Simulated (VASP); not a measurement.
The system is SnO2.

```
Sn O
1.0
    -3.24890    3.41447    3.41402
     3.24890   -3.41447    3.41402
     3.24890    3.41447   -3.41402
Sn O
4 8
Direct
  0.50000 0.00000 0.00000
  0.50000 0.50000 0.50000
  0.00360 0.75360 0.25000
  0.99640 0.24640 0.75000
  0.80650 0.80377 0.49728
  0.80650 0.30922 0.00272
  0.30244 0.24594 0.05649
  0.68944 0.24594 0.44350
  0.31056 0.75406 0.55649
  0.19350 0.69078 0.99728
  0.69756 0.75406 0.94351
  0.19350 0.19623 0.50272
```

The cell is a database's computed one.

Base run:

```yaml
Program: VASP 6.6.1
Functional: PBE
Potentials_or_basis: VASP PAW PBE potentials, release 64 (Sn_d, O)
Cutoff: 520 eV
k_mesh: 4 × 4 × 4
Occupations: gaussian, width 0.02 eV
Spin: no spin polarisation
```

Its results: band gap on the k mesh 0.61 eV; electronic dielectric tensor (diagonal) 5.07, 5.17, 5.17.

Problem. The run is repeated on the same cell with these changes: functional from PBE to PBEsol; further incar settings from ALGO = Normal; EDIFF = 1e-08 to ALGO = Fast; EDIFF = 1e-08. What comes out?

Solution. Band gap on the k mesh 0.52 eV; electronic dielectric tensor (diagonal) 5.18, 5.40, 5.40.

Caveats: the gap is small at this level, which inflates the dielectric constant; spin-orbit coupling is left out, which moves the levels of the heavy elements.

A k mesh can miss the band edges.

Not every run made on this cell is shown here.
